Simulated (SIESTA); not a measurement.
**Cu under changes of volume**

One of the cells (11.810 Å³/atom); the others are scaled copies at fixed shape and fractional positions:

```xyz
1
Lattice="0.0000 1.8075 1.8075 1.8075 0.0000 1.8075 1.8075 1.8075 0.0000" Properties=species:S:1:pos:R:3 pbc="T T T"
Cu    0.0000    0.0000    0.0000
```

| Quantity | Value |
| --- | --- |
| Program | SIESTA 5.4.2 |
| Functional | BLYP |
| Potentials or basis | PseudoDojo 0.4 standard (PBE files) |
| Basis | DZP (energy shift 0.003 Ry; two zetas on semicore shells) |
| Grid cutoff | 800 Ry |
| Energy shift | 0.003 Ry |
| k mesh | 13 × 13 × 13 |
| Occupations | fermi-dirac, width 0.05 eV |
| Spin | no spin polarisation |

```tsv
volume (Å³/atom)	energy over the lowest point (meV/atom)	pressure (GPa)
11.102	?	?
11.338	49.43	15.3
11.574	29.81	11.4
11.810	15.89	7.5
12.047	7.09	4.6
12.283	2.22	2.0
12.519	0.00	-0.6
```

What does the run at 11.102 Å³/atom give?

Energy over the lowest point 75.15 meV/atom; pressure 19.5 GPa.

Worked out: A Birch-Murnaghan fit of order 3 (a polynomial in V^(-2/3)) to the other rows has its minimum at 12.62 Å³/atom, just outside them, with B0 = V·E''(V) = 68 GPa (rough, since the energies scatter). It gives 76.75 meV/atom at 11.102 Å³/atom, against the run's 75.15, and -dE/dV = 21.4 GPa, against 19.5.

Energies are extrapolated to zero smearing.

Caveats: short orbitals over semicore shells can move pressures by several GPa; the potentials were made for another functional, which shifts forces and pressure; the basis of atomic orbitals isn't converged, which shifts pressures, moduli and gaps.
